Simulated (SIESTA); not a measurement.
The system is Se.

```
Se
1.0
     4.36620    0.00000    0.00000
    -2.18310    3.78124    0.00000
     0.00000    0.00000    4.95360
Se
3
Direct
  0.77460 0.77460 0.00000
  0.00000 0.22540 0.66667
  0.22540 0.00000 0.33333
```

Program: SIESTA 5.4.2. Alike in all runs: task band structure; level PBEsol; no spin polarisation; cell as given; k mesh 7 × 7 × 6; smearing fermi-dirac 0.05 eV; grid cutoff 500 Ry; energy shift 0.003 Ry.

Question: Order these runs on this cell by their pressure, lowest first.
A. potentials or basis PseudoDojo 0.4 standard (PBEsol files), SZ (energy shift 0.003 Ry)
B. potentials or basis PseudoDojo 0.4 standard (PBEsol files), TZDP (energy shift 0.003 Ry; two zetas on semicore shells)
C. potentials or basis PseudoDojo 0.4 standard (PBEsol files), SZP (energy shift 0.003 Ry)

Answer: B (3.6 GPa), C (8.0 GPa), A (12.7 GPa).

Caveats: the basis of atomic orbitals isn't converged, which shifts pressures, moduli and gaps; the basis has no polarisation orbitals (some runs).
